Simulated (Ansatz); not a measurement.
Tetradymite Sb2Te3, treated with BLYP (Ansatz, a program for electronic structure, plane waves, PAW).

Run with plane-wave cutoff 520 eV, 10×10×10 k mesh, Fermi–Dirac smearing 0.01 eV, scalar-relativistic PAW data made under PBE.

Cell (measured lattice):

Sb2Te3 is taken in the trigonal space group R-3m, hexagonal axes (No. 166), Pearson symbol hR5. Conventional cell: a = b = 4.2558 Å, c = 30.3629 Å, α = β = 90.00°, γ = 120.00°. Sb on 6c is coordinated by 3 Te at 2.996 Å and 3 Te at 3.151 Å (octahedral). Te1 on 3a is coordinated by 6 Sb at 3.151 Å (octahedral). Te2 on 6c is coordinated by 3 Sb at 2.996 Å (trigonal pyramidal). (Neighbours: up to the widest gap in distance over summed covalent radii, below 1.35, at either atom.)
(The calculation used a cell of 5 atoms; values per cell refer to that cell.)

Problem. What does this level give for the band gap?

Solution. 
- band gap = 0.06 eV

Measured, for comparison: band gap 0.3 eV (temperature not stated, not corrected to a static lattice, compiled measured gap; kind and temperature not stated, our sources range from 0.17 to 0.30; as tabulated in Kothakonda et al. (2022), arXiv:2208.02841).

Note: cell and atoms aren't relaxed at this level (largest force component 0.20 eV/Å, pressure 6.4 GPa).

Spin–orbit coupling is not included; it can close the smallest gap of 0.06 eV.

Computed values are for the static lattice.

Cost on a shared machine: very roughly 110 core-seconds.
